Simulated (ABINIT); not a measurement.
Ge:

```
CELL_PARAMETERS angstrom
-2.57449 2.57449 1.39741
2.57449 -2.57449 1.39741
2.57449 2.57449 -1.39741
ATOMIC_POSITIONS crystal
Ge 0.50000 0.50000 0.00000
Ge 0.25000 0.75000 0.50000
```

This isn't the form of Ge at room conditions, which is diamond.

Base run:

```yaml
Program: ABINIT 10.8.3 (patched build)
Functional: PW91
Potentials_or_basis: JTH PAW PBE v2.0
Cutoff: 599 eV
k_mesh: 11 × 11 × 11
Occupations: fermi-dirac, width 0.05 eV
Spin: no spin polarisation
```

Its results: band gap on the k mesh none (metal or under the smearing width); pressure 2.9 GPa.

**Question.** The run is repeated on the same cell with these changes: functional from PW91 to PBEsol; k mesh from 11 × 11 × 11 to 14 × 14 × 14. What comes out?

**Answer.** Band gap on the k mesh none (metal or under the smearing width); pressure -1.2 GPa.

Several settings changed at once, so the effect can't be laid on one alone.

Caveats: the PAW data sets were made with another functional, which shifts forces and pressure a little.
